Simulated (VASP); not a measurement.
Wanted: the native input for a VASP 6.6.1 run.

```
Task                   : relaxation of cell and atoms
Functional             : PBE
Potentials or basis    : VASP PAW PBE potentials, release 64 (Ti_sv, O)
Cutoff                 : 600 eV
k mesh                 : 10 × 10 × 10
Occupations            : gaussian, width 0.03 eV
Spin                   : no spin polarisation
Further INCAR settings : ALGO = Normal; EDIFF = 1e-06; IBRION = 2; EDIFFG = -0.01; NSW = 90; ISIF = 3
```

The structure of TiO2 (Anatase) lies in POSCAR:

```
TiO2
1.0
   -1.8921000000      1.8921000000      4.7573000000
    1.8921000000     -1.8921000000      4.7573000000
    1.8921000000      1.8921000000     -4.7573000000
Ti O
2 4
Direct
    0.0000000000      0.0000000000      0.0000000000
    0.7500000000      0.2500000000      0.5000000000
    0.2081000000      0.2081000000      0.0000000000
    0.9581000000      0.4581000000      0.5000000000
    0.5419000000      0.0419000000      0.5000000000
    0.7919000000      0.7919000000      0.0000000000
```

One way to write it, as run:

INCAR

```
PREC     = Accurate       # precision mode
ENCUT    = 600            # plane-wave cutoff, eV
EDIFF    = 1E-6           # SCF threshold, eV
ISMEAR   = 0              # smearing method
SIGMA    = 0.03           # smearing width, eV
LREAL    = F              # projectors in reciprocal space
LASPH    = T              # aspherical terms in the spheres
NELM     = 80             # most SCF steps
ALGO     = Normal         # electronic algorithm
ISIF     = 3              # what is computed and relaxed
LWAVE    = F              # write WAVECAR
LCHARG   = F              # write CHGCAR
GGA      = PE             # functional
IBRION   = 2              # ionic algorithm
NSW      = 90             # ionic steps
EDIFFG   = -0.01          # ionic threshold
KPAR     = 2
```

KPOINTS

```
Automatic mesh
0
Gamma
  10 10 10
```

Potentials or basis: VASP PAW PBE potentials, release 64 (Ti_sv, O).

Run with:

```console
$ cat potpaw_PBE.64/Ti_sv/POTCAR potpaw_PBE.64/O/POTCAR > POTCAR
$ mpirun -np 2 vasp_std > vasp.out
```

It gave:

The relaxed volume is 11.69 Å³/atom, the relaxed cell is a = 5.548 Å, b = 5.548 Å, c = 5.548 Å, α = 139.92°, β = 139.92°, γ = 57.97° and the space group after relaxing (to 0.05 Å) is I4_1/amd (No. 141). The energy gained by relaxing is 5.7 meV/atom and the ionic steps are 10. The pressure after relaxing is 0.0 GPa. The largest force after relaxing is 0.007 eV/Å. The band gap on the k mesh is 2.11 eV, indirect (least direct gap 2.40 eV).

Run time: 13 min on 2 MPI ranks on Intel(R) Xeon(R) 6975P-C (Granite Rapids), with other jobs on the host, peak memory 0.47 GiB a rank.
